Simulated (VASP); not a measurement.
# InAs (F-43m) in VASP: further runs, part 2 of 2

VASP 6.6.1. Earlier steps stand in the parts before.

## Step 4: Relaxation of cell and atoms, LDA

The input, INCAR:

```
PREC     = Accurate       # precision mode
ENCUT    = 600            # plane-wave cutoff, eV
EDIFF    = 1E-6           # SCF threshold, eV
ISMEAR   = 0              # smearing method
SIGMA    = 0.03           # smearing width, eV
LREAL    = F              # projectors in reciprocal space
LASPH    = T              # aspherical terms in the spheres
NELM     = 80             # most SCF steps
ALGO     = Normal         # electronic algorithm
ISIF     = 3              # what is computed and relaxed
LWAVE    = F              # write WAVECAR
LCHARG   = F              # write CHGCAR
IBRION   = 2              # ionic algorithm
NSW      = 90             # ionic steps
EDIFFG   = -0.01          # ionic threshold
```

The input, KPOINTS:

```
regular mesh
0
Gamma
  10 10 10
```

The input, POSCAR:

```
InAs
1.0
    0.0000000000      3.0180000000      3.0180000000
    3.0180000000      0.0000000000      3.0180000000
    3.0180000000      3.0180000000      0.0000000000
In As
1 1
Direct
    0.0000000000      0.0000000000      0.0000000000
    0.2500000000      0.2500000000      0.2500000000
```

Potentials or basis: VASP PAW LDA potentials, release 64 (In_d, As).

Launch:

```bash
> cat potpaw_LDA.64/In_d/POTCAR potpaw_LDA.64/As/POTCAR > POTCAR
> mpirun -np 1 vasp_std > vasp.out
```

OUTCAR:

```text
PREC = Accurate
   ENCUT = 600
   EDIFF = 1E-6
   ISMEAR = 0
   LREAL = F
   LASPH = T
   NELM = 80
   ISIF = 3
   IBRION = 2
   NSW = 90
   EDIFFG = -0.01

 ion  position               nearest neighbor table
   1  0.000  0.000  0.000-   2 2.61   2 2.61   2 2.61   2 2.61
   2  0.250  0.250  0.250-   1 2.61   1 2.61   1 2.61   1 2.61

  LATTYP: Found a face centered cubic cell.
 ALAT       =     6.0360000000

  Lattice vectors:

 A1 = (   0.0000000000,   3.0180000000,   3.0180000000)
 A2 = (   3.0180000000,   0.0000000000,   3.0180000000)
 A3 = (   3.0180000000,   3.0180000000,   0.0000000000)

Analysis of symmetry for initial positions (statically):
=====================================================================
 Subroutine PRICEL returns:
 Original cell was already a primitive cell.

 Routine SETGRP: Setting up the symmetry group for a
 face centered cubic supercell.

 Subroutine GETGRP returns: Found 24 space group operations
 (whereof 24 operations were pure point group operations)
 out of a pool of 48 trial point group operations.

The static configuration has the point symmetry T_d .

Analysis of symmetry for dynamics (positions and initial velocities):
=====================================================================
 Subroutine PRICEL returns:
 Original cell was already a primitive cell.

 Routine SETGRP: Setting up the symmetry group for a
 face centered cubic supercell.

 Subroutine GETGRP returns: Found 24 space group operations
 (whereof 24 operations were pure point group operations)
 out of a pool of 48 trial point group operations.

The dynamic configuration has the point symmetry T_d .

 Subroutine INISYM returns: Found 24 space group operations
 (whereof 24 operations are pure point group operations),
 and found     1 'primitive' translations

----------------------------------------------------------------------------------------

[... 131 lines left out ...]

--------------------------------------- Ionic step        1  -------------------------------------------

 number of electron      18.0000003 magnetization

 Free energy of the ion-electron system (eV)
  ---------------------------------------------------
  ext. energy  EPLUGINS =         0.00000000
  ---------------------------------------------------
  free energy    TOTEN  =        -9.02904070 eV

  energy without entropy =       -9.02899442  energy(sigma->0) =       -9.02901756

------------------------ aborting loop because EDIFF is reached ----------------------------------------

  FORCE on cell =-STRESS in cart. coord.  units (eV):
  Direction    XX          YY          ZZ          XY          YZ          ZX
  --------------------------------------------------------------------------------------
  -------------------------------------------------------------------------------------
  Total       -0.0425865     -0.0425865     -0.0425865      0.0000000      0.0000000     -0.0000000
  in kB       -1.2410645     -1.2410645     -1.2410645      0.0000000      0.0000000     -0.0000000
  external PRESSURE =      -1.2410645 kB  Pullay stress =       0.0000000 kB
[... 59 lines left out ...]
--------------------------------------- Ionic step        3  -------------------------------------------

 number of electron      18.0000003 magnetization

 Free energy of the ion-electron system (eV)
  ---------------------------------------------------
  ext. energy  EPLUGINS =         0.00000000
  ---------------------------------------------------
  free energy    TOTEN  =        -9.02908119 eV

  energy without entropy =       -9.02903491  energy(sigma->0) =       -9.02905805

 E-fermi :   4.4225     XC(G=0):  -9.4441

 val. band max:        4.4133956294   @ k =   0.0000   0.0000   0.0000
 cond. band min:       5.2368364424   @ k =   0.5000   0.0000   0.0000
 fundamental gap:      0.8234408130
 Fermi energy:         4.4225326621

 k-point     1 :       0.0000    0.0000    0.0000
  band No.  band energies     occupation
      1      -9.9607      2.00000
      2      -9.9607      2.00000
      3      -9.9607      2.00000
      4      -9.8290      2.00000
      5      -9.8290      2.00000
      6      -7.5490      2.00000
      7       4.0564      2.00000
      8       4.4134      1.33333
      9       4.4134      1.33333
     10       4.4134      1.33333
     11       8.2397      0.00000
     12       8.2397      0.00000
     13       8.2397      0.00000
[... 354 lines left out ...]
  band No.  band energies     occupation
      1     -10.1179      2.00000
      2      -9.8983      2.00000
      3      -9.8957      2.00000
      4      -9.8573      2.00000
      5      -9.8112      2.00000
      6      -6.0615      2.00000
      7      -0.6575      2.00000
      8       2.1634      2.00000
      9       2.4395      2.00000
     10       6.3265      0.00000
     11       7.1103      0.00000
     12      10.9673      0.00000
     13      11.7408      0.00000

 [... further k-points ...]
[... 5 lines left out ...]
  --------------------------------------------------------------------------------------
  -------------------------------------------------------------------------------------
  Total       -0.0055463     -0.0055463     -0.0055463      0.0000000      0.0000000      0.0000000
  in kB       -0.1619415     -0.1619415     -0.1619415      0.0000000      0.0000000      0.0000000
  external PRESSURE =      -0.1619415 kB  Pullay stress =       0.0000000 kB
[... 17 lines left out ...]
  FREE ENERGIE OF THE ION-ELECTRON SYSTEM (eV)
  ---------------------------------------------------
  free  energy   TOTEN  =        -9.0290811899 eV

  energy  without entropy=       -9.0290349112  energy(sigma->0) =       -9.02905805

 reached required accuracy - stopping structural energy minimisation
```

OSZICAR:

```text
N       E                     dE             d eps       ncg     rms          rms(c)
DAV:   1     0.119827875764E+03    0.11983E+03   -0.92872E+03  1227   0.166E+03
DAV:   2    -0.540840892081E-01   -0.11988E+03   -0.11665E+03  1262   0.346E+02
DAV:   3    -0.908254512450E+01   -0.90285E+01   -0.89237E+01  1632   0.960E+01
[... 19 lines left out ...]
       N       E                     dE             d eps       ncg     rms          rms(c)
DAV:   1    -0.902930681105E+01   -0.23899E-03   -0.57286E-03  1567   0.167E+00    0.974E-02
DAV:   2    -0.902911294264E+01    0.19387E-03   -0.42794E-04  1522   0.533E-01    0.336E-02
DAV:   3    -0.902908146573E+01    0.31477E-04   -0.97894E-05  1592   0.230E-01    0.202E-02
DAV:   4    -0.902908118986E+01    0.27587E-06   -0.39127E-06  1242   0.213E-02
   3 F= -.90290812E+01 E0= -.90290581E+01  d E =-.404902E-04
```

CONTCAR:

```text
InAs
   1.00000000000000
     0.0000000000000000    3.0160780146571540    3.0160780146571540
     3.0160780146571540    0.0000000000000000    3.0160780146571540
     3.0160780146571540    3.0160780146571540   -0.0000000000000000
  In              As
     1     1
Direct
     0.0000000000000000    0.0000000000000000    0.0000000000000000
     0.2500000000000000    0.2500000000000000    0.2500000000000000

  0.00000000E+00  0.00000000E+00  0.00000000E+00
  0.00000000E+00  0.00000000E+00  0.00000000E+00
```

It took 73 s on 1 thread of AMD EPYC 7R13 (Zen 3), shared host; peak memory 0.18 GiB.

What came out:

* Free energy: -9.0291 eV
* Relaxed volume: 27.44 Å³/atom
* Relaxed cell: a = 4.265 Å, b = 4.265 Å, c = 4.265 Å, α = 60.00°, β = 60.00°, γ = 60.00°
* Space group after relaxing (to 0.05 Å): F-43m (No. 216)
* Energy gained by relaxing: 0.0 meV/atom
* Ionic steps: 3
* Pressure after relaxing: 0.0 GPa
* Band gap on the k mesh: none (metal or under the smearing width)

Final structure:
```
CELL_PARAMETERS angstrom
0.00000 3.01608 3.01608
3.01608 0.00000 3.01608
3.01608 3.01608 0.00000
ATOMIC_POSITIONS crystal
In 0.00000 0.00000 0.00000
As 0.25000 0.25000 0.25000
```

Caveat: this crystal is a semiconductor, whose small gap the functional closes, so the metal is an error of the method.

## Step 5: Relaxation of cell and atoms, LDA

INCAR: that of step 4 with these lines changed.

```diff
@@ -2,3 +2,3 @@
 ENCUT    = 600            # plane-wave cutoff, eV
-EDIFF    = 1E-6           # SCF threshold, eV
+EDIFF    = 1E-7           # SCF threshold, eV
 ISMEAR   = 0              # smearing method
@@ -14,2 +14,2 @@
 NSW      = 90             # ionic steps
-EDIFFG   = -0.01          # ionic threshold
+EDIFFG   = -0.005         # ionic threshold
```

KPOINTS is that of step 4.

The input, POSCAR:

```
InAs                                    
1.0
    0.0000000000      3.0160780147      3.0160780147
    3.0160780147      0.0000000000      3.0160780147
    3.0160780147      3.0160780147     -0.0000000000
  In              As            
     1     1
Direct
     0.0000000000000000    0.0000000000000000    0.0000000000000000
     0.2500000000000000    0.2500000000000000    0.2500000000000000
```

Launch:

```bash
> cat potpaw_LDA.64/In_d/POTCAR potpaw_LDA.64/As/POTCAR > POTCAR
> mpirun -np 1 vasp_std > vasp.out
```

It took 42 s on 1 thread of AMD EPYC 7R13 (Zen 3), shared host; peak memory 0.17 GiB.

Results (log left out):

| Quantity | Value |
| --- | --- |
| Free energy | -9.0291 eV |
| Pressure after relaxing | 0.0 GPa |
| Band gap on the k mesh | none (metal or under the smearing width) |

Final structure:
```
In As
1.0
     0.00000    3.01608    3.01608
     3.01608    0.00000    3.01608
     3.01608    3.01608    0.00000
In As
1 1
Cartesian
  0.0000 0.0000 0.0000
  1.5080 1.5080 1.5080
```

Levels at points of the mesh, in eV from the Fermi level:
```
           k point  band 7  band 8  band 9  band 10  band 11  band 12
(0.00, 0.00, 0.00)   -0.37   -0.01   -0.01    -0.01     3.82     3.82
(0.50, 0.00, 0.00)   -5.88   -1.02   -1.02     0.81     4.60     4.60
(0.50, 0.50, 0.00)   -5.96   -2.38   -2.38     1.40     1.95     9.04
```

Caveat: the relaxation stopped at its first step, so nothing moved; this crystal is a semiconductor, whose small gap the functional closes, so the metal is an error of the method.
